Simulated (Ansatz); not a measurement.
SF6 on a (110) slab of W (Im-3m (No. 229)), 3 planes, outer planes W (top) and W (bottom), 1 a cell of 28.2 Å², relaxed and still whole (its atoms last):

```
W S F
1.0
     5.47220    0.00000    0.00000
    -1.82407    5.15924    0.00000
     0.00000    0.00000   25.62803
W S F
12 1 6
Direct
  0.25000 0.25000 0.31216
  0.25000 0.75000 0.31216
  0.75000 0.25000 0.31216
  0.75000 0.75000 0.31216
  0.50004 0.49989 0.39736
  0.50012 0.99985 0.39739
  0.00001 0.49996 0.39735
  0.00010 0.99997 0.39737
  0.75004 0.74990 0.48265
  0.75011 0.24987 0.48243
  0.25006 0.74988 0.48240
  0.25009 0.24986 0.48252
  0.84796 0.64898 0.65441
  0.70905 0.74036 0.60656
  0.98558 0.55853 0.70193
  0.58855 0.41072 0.66488
  0.10687 0.88716 0.64344
  0.75001 0.82547 0.69310
  0.94554 0.47255 0.61538
```

These are results of DFT PBE+D3(BJ), scalar-relativistic, plane waves, PAW in Ansatz 0.2.0, not measurements. Settings: cutoff 420 eV, Γ-centred mesh 4×4×1 on the computed 19-atom cell, Gaussian smearing of 0.10 eV; no spin polarisation. A dipole correction removes the field between periodic images along c.

It binds with 0.34 eV a molecule against the clean slab and the free molecule (no zero-point or thermal terms); its shortest contact is F–W 3.18 Å. Take first-order desorption with no barrier to adsorption, no reaction on the face and an assumed prefactor of 10^13 s⁻¹.

Question: How long does a molecule stay at 473 K?

Answer: τ = ν⁻¹·exp(E/k_BT) with k_BT = 0.0408 eV: E/k_BT = 8.3, so τ ≈ 4×10^-10 s. At about one hit a site a second (10⁻⁶ mbar) the coverage is near τ × 1 s⁻¹, so a layer needs more than atmospheric pressure.

Question: Where does its peak lie in a desorption experiment heated at 2 K/s?

Answer: The peak obeys E/(k_B·T_p²) = (ν/β)·exp(−E/k_BT_p). Solving gives T_p ≈ 129 K (E/k_BT_p = 30.7). An error of 0.1 eV in E moves it by about 38 K, and larger molecules have larger prefactors, which lowers it.

Question: Is this physisorption or chemisorption?

Answer: The tightest contact, F–W 3.18 Å, is 1.45 times the sum of covalent radii, and deformation and lateral interaction add up to -0.08 eV; under 0.01 e cross the plane between them. This is physisorption.

Spin polarisation was left out, and a magnetic state may lie lower.